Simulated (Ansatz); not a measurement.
The system is MnSb.

```
CELL_PARAMETERS angstrom
4.15000 0.00000 0.00000
-2.07500 3.59401 0.00000
0.00000 0.00000 5.78000
ATOMIC_POSITIONS crystal
Sb 0.66667 0.33333 0.75000
Sb 0.33333 0.66667 0.25000
Mn 0.00000 0.00000 0.50000
Mn 0.00000 0.00000 0.00000
```

Base run:

* Program: Ansatz 0.2.0
* Functional: LDA
* Potentials or basis: Ansatz PAW
* Cutoff: 420 eV (not typed: the program's choice for these potentials)
* k mesh: 7 × 7 × 5
* Occupations: fermi-dirac, width 0.05 eV
* Spin: collinear spin, ferromagnetic start
* Starting moments: [0.0, 0.0, 4.0, 4.0] μB
* Hubbard terms: Mn d U = 8 eV

Its results: band gap on the k mesh none (metal or under the smearing width); pressure 7.9 GPa; net moment 8.39 μB per cell; site moments Sb -0.24; Mn +4.41 μB.

Q: The run is repeated on the same cell with these changes: hubbard terms from Mn d U = 8 eV to Mn d U = 3 eV. What comes out?

A: Band gap on the k mesh none (metal or under the smearing width); pressure -1.0 GPa; net moment 7.87 μB per cell; site moments Sb -0.15; Mn +4.01 μB.

Caveats: the magnetic or orbital state may not be the lowest; spin-orbit coupling is left out, which moves the levels of the heavy elements; only a ferromagnetic start was run, and an antiferromagnetic order may lie lower in energy; the PAW data sets come from PBE, with cores solved anew for the run's functional, which leaves a small shift of forces and pressure; the U is typed as a test and isn't derived for this compound.
